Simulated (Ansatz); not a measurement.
Phases of NbAs at 17 GPa

Structure types of NbAs are relaxed in primitive cells with their symmetry kept at 17 GPa, on PAW files; LAPW relaxes the small cells further and takes the PAW cell for the others (marked *). The enthalpy is E + pV at zero temperature, without zero-point motion. Only the types listed were tried, and differences under about 5 meV/atom are mesh noise. The real phase may be another.

Computed with Ansatz 0.2.0; functional PBE, scalar-relativistic. Settings: Fermi–Dirac smearing of 0.05 eV, no spin polarisation. Methods: LAPW: all electrons, basis error target 0.5 meV/atom; PAW: frozen-core files, cutoff 420 eV.

k meshes: rocksalt 13×13×13, CsCl 13×13×13, zincblende 11×11×11, wurtzite 9×9×5, anti NiAs 10×10×6.

Q: Which type is lowest in enthalpy, and by how much?

A: CsCl, 210 meV/atom below distorted anti NiAs. The whole table:

```
start type                        ends as          a, b, c (Å)  V (Å³/atom)  H − H(lowest), LAPW (meV/atom)  same, PAW
  rocksalt                rocksalt, Fm-3m  5.108, 5.108, 5.108        16.66                           340.3      340.7
      CsCl                    CsCl, Pm-3m  3.128, 3.128, 3.128        15.30                             0.0        0.0
zincblende              zincblende, F-43m  5.554, 5.554, 5.554        21.42                          1453.3     1453.3
 wurtzite*     distorted wurtzite, P6_3mc  2.903, 2.903, 9.191        16.76                           717.3      717.7
anti NiAs*  distorted anti NiAs, P6_3/mmc  3.289, 3.289, 6.964        16.31                           210.2      210.2
```

Q: Split the lead of CsCl over distorted anti NiAs into energy and pV.

A: For distorted anti NiAs less CsCl: ΔE = +103.0 meV/atom, and p·ΔV = 17 GPa × +1.0103 Å³ × 6.242 meV/(GPa·Å³) = +107.2 meV/atom, together 210.2 meV/atom. CsCl wins on both counts.
